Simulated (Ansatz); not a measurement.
A run of Ansatz 0.2.0 is set up as follows.

The input input.yaml:

```yaml
crystal:
  lattice:
    - [2.34185, -1.7113, 0.0]
    - [2.34185, 1.7113, 0.0]
    - [-0.8500274268, 0.0, 5.0578693947]
  atoms:
    - { symbol: Cu, position: [0.5, 0.0, 0.5] }
    - { symbol: Cu, position: [0.0, 0.5, 0.0] }
    - { symbol: O, position: [0.4184, 0.5816, 0.75] }
    - { symbol: O, position: [0.5816, 0.4184, 0.25] }
hamiltonian:
  xc: pbesol
  pseudopotentials: { kind: paw }
kpoints:
  mp_grid: { grid: [10, 10, 5] }
scf:
  occupations: { method: fermi_dirac, width: 0.05 }
output:
  forces: true
  stress: true
  eigenvalues: true
```

Potentials or basis: Ansatz PAW.

Command:

```sh
$ ansatz run input.yaml --threads 2 --pin off --max-ram 5632MiB --backend cpu --events-out ev --progress --plain --runs-dir out
```

Question: Estimate the largest force.

Answer: 0.362 eV/Å.

Question: What does it give for the pressure?

Answer: -2.7 GPa.

Question: Predict the band gap on the k mesh.

Answer: None (metal or under the smearing width).

Forces in eV/Å, atoms in the order of the input:
```
Cu   0.000  0.000  0.000
Cu   0.000  0.000  0.000
O    0.000 -0.362  0.000
O    0.000  0.362  0.000
```

Caveat: the pressure holds a Pulay correction of +0.8 GPa for the finite cutoff; the run has no spin polarisation, though such a crystal can be magnetic; semilocal functionals often make such compounds metallic where correlation or magnetic order opens a gap, which also shifts bond lengths; the PAW data sets come from PBE, with cores solved anew for the run's functional, which leaves a small shift of forces and pressure. With open d or f shells a metallic result of PBEsol can be an artefact of self-interaction; +U or a hybrid may open a gap.
